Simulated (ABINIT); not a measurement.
Runs of ABINIT 10.8.3 (patched build) on BN. It takes space group P6_3/mmc (No. 194, hexagonal). Conventional cell: a = 2.498 Å, b = 2.498 Å, c = 6.636 Å, α = 90.00°, β = 90.00°, γ = 120.00°. Around N (site symmetry -6m2) lie 3 B at 1.44 Å. Around B (site symmetry -6m2) lie 3 N at 1.44 Å. 

```tsv
task	level	potentials or basis	k mesh	cutoff (eV)	fine-grid cutoff	mesh quality	gap on the mesh (eV)	pressure (GPa)
single point	PBEsol	JTH PAW PBE v2.0	5 × 5 × 2	707	1306.15 eV	coarse	4.59	2.6
single point	r2SCAN	JTH PAW PBE v2.0	5 × 5 × 2	844	1442.2 eV	coarse	5.33	5.0
band structure	SOGGA	JTH PAW PBE v2.0	12 × 12 × 4	707	1306.15 eV	not flagged	4.15	(a)
single point	PBE	JTH PAW PBE v2.0	7 × 7 × 2	707	1306.15 eV	coarse	(b)	5.3
single point	LDA	JTH PAW LDA v2.0	5 × 5 × 2	680	1278.94 eV	coarse	4.51	-
single point	LDA	JTH PAW LDA v2.0	16 × 16 × 5	680	1278.94 eV	not flagged	4.05	-
band structure	PBEsol	JTH PAW PBE v2.0	12 × 12 × 4	707	1306.15 eV	not flagged	4.17	2.6
single point	PBE	JTH PAW PBE v2.0	10 × 10 × 3	707	1306.15 eV	not flagged	4.23	5.3
band structure	HCTH407	JTH PAW PBE v2.0	12 × 12 × 4	707	1306.15 eV	not flagged	4.71	6.0
band structure	LDA	PseudoDojo NC SR LDA v0.4.1 standard	12 × 12 × 4	1143	-	not flagged	4.13	-2.9
band structure	PBE	JTH PAW PBE v2.0	12 × 12 × 4	707	1306.15 eV	not flagged	4.28	5.3
```

Alike in all rows: no spin polarisation; cell as given; smearing fermi-dirac 0.05 eV.

Estimate the missing entries.

(a) 2.4; (b) 4.48.

Caveats: some runs use coarse meshes; the atomic spheres overlap (some runs); an odd mesh through Γ misses points on the zone boundary, where band edges often lie (some runs); the PAW data sets were made with another functional, which shifts forces and pressure a little (some runs); this functional lacks dispersion, which binds the layers, so the pressure and a relaxed spacing across them are unreliable (some runs).
